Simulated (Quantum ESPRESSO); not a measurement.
Runs of Quantum ESPRESSO 7.5 on MnO2. The structure is trigonal, space group R-3m (No. 166). Conventional cell: a = 2.836 Å, b = 2.836 Å, c = 12.860 Å, α = 90.00°, β = 90.00°, γ = 120.00°. Around Mn (site symmetry -3m) lie 6 O at 1.94 Å. Around O (site symmetry 3m) lie 3 Mn at 1.94 Å. The cell was built by a generator and needn't be a form met in nature.

| level | form of the LDA correlation | gap on the mesh (eV) | pressure (GPa) | moment (μB) | largest force (eV/Å) |
| --- | --- | --- | --- | --- | --- |
| PBEsol+U | - | 0.62 | 8.0 | 3.00 | 1.02 |
| revPBE+U | - | (a) | 20.1 | 3.00 | 0.64 |
| LDA+U | PZ81 | 0.74 | -0.2 | 3.00 | 1.35 |
| PW91+U | - | 0.61 | 15.3 | 3.00 | 0.76 |
| RPBE+U | - | 0.61 | 21.5 | 3.00 | (b) |

Alike in all rows: task single point; potentials or basis PseudoDojo 0.4.1 SR PBE standard; spin collinear, ferromagnetic start; Mn d U = 7 eV; cell as given; k mesh 8 × 8 × 8; cutoff (eV) 1306; smearing gaussian 0.05 eV.

Problem. Fill in the values left out.

Solution. (a) 0.60; (b) 0.60.

Caveats: the potentials were made for another functional, which shifts forces and pressure; a cell with one magnetic atom can't hold antiferromagnetic order, which such compounds often take.

A k mesh can miss the band edges.

Runs at the PBE level aren't shown here.
